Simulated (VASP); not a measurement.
W:

```xyz
1
Lattice="-1.5823 1.5823 1.5823 1.5823 -1.5823 1.5823 1.5823 1.5823 -1.5823" Properties=species:S:1:pos:R:3 pbc="T T T"
W     0.0000    0.0000    0.0000
```

Base run:

```yaml
Program: VASP 6.6.1
Functional: LDA
Potentials_or_basis: VASP PAW LDA potentials, release 64 (W_sv)
Cutoff: 520 eV
k_mesh: 12 × 12 × 12
Occupations: fermi-dirac, width 0.05 eV
Spin: no spin polarisation
```

Its results: band gap on the k mesh none (metal or under the smearing width); pressure -7.2 GPa.

Q: The run is repeated on the same cell with these changes: hubbard terms from none to W d U = 3 eV. What comes out?

A: Band gap on the k mesh none (metal or under the smearing width); pressure 1.3 GPa.

Caveats: U without spin polarisation on a metal has little footing (some runs); the U is typed as a test and isn't derived for this compound (some runs).
